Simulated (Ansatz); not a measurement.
# BeSe (zincblende): the band gap by level of theory

All numbers come from Ansatz 0.2.0. The values are computed, non-magnetic, and not measurements.

Structure: zincblende BeSe, at its r2SCAN minimum. Space group F-43m (No. 216), cubic; a = 5.162 Å in the conventional setting, 17.19 Å³ an atom. Be has 4 Se at 2.24 Å; Se has 4 Be at 2.24 Å.

```cif
data_structure
_symmetry_space_group_name_H-M 'F-43m'
_symmetry_Int_Tables_number 216
_cell_length_a 5.1621
_cell_length_b 5.1621
_cell_length_c 5.1621
_cell_angle_alpha 90.000
_cell_angle_beta 90.000
_cell_angle_gamma 90.000
_cell_volume 137.55
loop_
_atom_site_label
_atom_site_type_symbol
_atom_site_symmetry_multiplicity
_atom_site_Wyckoff_symbol
_atom_site_fract_x
_atom_site_fract_y
_atom_site_fract_z
_atom_site_occupancy
Be1 Be 4 a 0.00000 0.00000 0.00000 1
Se1 Se 4 d 0.25000 0.25000 0.75000 1
```

Relaxed lattice by functional, symmetry kept:
```json
{"functional": "PBE", "k mesh": "8×8×8", "a (Å)": "5.178", "volume (Å³/atom)": "17.35"}
{"functional": "r2SCAN", "k mesh": "8×8×8", "a (Å)": "5.162", "volume (Å³/atom)": "17.19"}
```

Gaps on the r2SCAN cell, each the least over its mesh and the special points:

| level | k mesh | gap (eV) | kind | edges | least direct gap (eV) |
| --- | --- | --- | --- | --- | --- |
| PBE | 8×8×8 | 2.66 | indirect | Γ → X | 4.29 |
| PBE+SOC | 8×8×8 | 2.51 | indirect | Γ → X | 4.15 |
| r2SCAN | 8×8×8 | 3.12 | indirect | Γ → X | 5.04 |
| HSE06 | 6×6×6 | 3.49 | indirect | Γ → X | 5.38 |
| PBE0 | 6×6×6 | 4.17 | indirect | Γ → X | 6.05 |
| G0W0@PBE (102 empty bands, 120 eV, 6×6×6) | 6×6×6 | 3.75 | – | Γ → X (mesh) | – |

PBE: smearing of 0.02 eV; the others have fixed occupations.
Wave cutoffs: 420 eV, 500 eV (r2SCAN).
The G0W0 gap is PBE's gap over the path plus the quasiparticle shift read on the mesh. The G0W0 figures hold for the stated bands, cutoff and mesh and aren't extrapolated.

With HSE06 the valence top lies at Γ and the conduction bottom at X, 3.49 eV higher; the smallest vertical gap, at Γ, is 5.38 eV. Spin-orbit coupling changes the PBE gap by -0.14 eV, to 2.51 eV; at Γ the threefold valence level splits into a fourfold and a twofold level 0.44 eV apart, the fourfold one on top.

Taking G0W0@PBE (102 empty bands, 120 eV, 6×6×6), 3.75 eV, as the yardstick (a computed one, not at the basis limit), HSE06 comes nearest, -0.26 eV off, at about 15 times r2SCAN's cost; G0W0 itself took about 16 times r2SCAN's cost. The others: PBE0 +0.42, r2SCAN -0.63, PBE -1.09 eV. The yardstick's own error is a tenth of an eV or more. r2SCAN covers 56 % of the step from PBE to HSE06, while HSE06 needs about 15 times r2SCAN's cost (on a coarser mesh). For gaps to 0.1 eV, spin-orbit coupling (up to 0.14 eV here) has to be included. Among these functionals the gap stays indirect.

r2SCAN (ground state on 8×8×8): The electronic dielectric tensor ε∞ is 5.57 in all directions. Born charges, averaged over directions: Be +1.63, Se -1.63 e.

Only the levels marked +SOC include spin-orbit coupling.

The meshes of the hybrids are coarse, so their gaps aren't converged to the digits shown.
